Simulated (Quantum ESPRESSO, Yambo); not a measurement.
Planning a run of Yambo 5.3.0 on CaO (Lime). The input:

```
HF_and_locXC
gw0
dyson
ppa
em1d
rim_cut
RandQpts= 1000000
RandGvec= 1 RL
EXXRLvcs= 72 Ry
VXCRLvcs= 288 Ry
Chimod= "HARTREE"
% BndsRnXp
 1 | 76 |
%
NGsBlkXp= 13 Ry
% LongDrXp
 1 | 1 | 1 |
%
% GbndRnge
 1 | 76 |
%
DysSolver= "n"
ExtendOut
PPAPntXp= 27.21138 eV
% QPkrange
 1 | 1 | 7 | 10 |
 21 | 21 | 7 | 10 |
%
```

```sh
OMP_NUM_THREADS=1 mpirun -n 4 yambo -F gw1.in -J gw1 -C gw1 > gw1.log
```

The stored states that it reads are on a 8×8×8 mesh. The structure is cubic, space group Fm-3m (No. 225). The conventional cell has a = 4.813 Å, b = 4.813 Å, c = 4.813 Å, α = 90.00°, β = 90.00°, γ = 90.00°. Ca has 6 O at 2.41 Å nearest. Nearest to O lie 6 Ca at 2.41 Å. Farther neighbours and most contacts between anions are not listed.

**Question.** Estimate wall time and host memory on 4 MPI ranks of Arm Neoverse V1, shared host.

It took 5.8 min; on shared hardware allow 2.9 min to 12 min. Peak host memory was 1.6 GiB.

The screening grows as filled bands × empty bands × pairs of k points, times the square of the screening basis for the matrix.

[Paths, hosts, dates, memory and timing lines, banners, echoed tables and standing remarks are left out of the program output.]

[Logs are printed without paths, hosts, clocks, repeated set-up lines and the standing remarks that a program may print on its own settings, such as how far it seeks lower states.]

[Runs of the session that timed out or met a known fault of the program may be left out.]

[Hosts, paths, dates, database ids (printed as entryN), source tags and the programs' standing remarks are cut or masked in the printed files.]
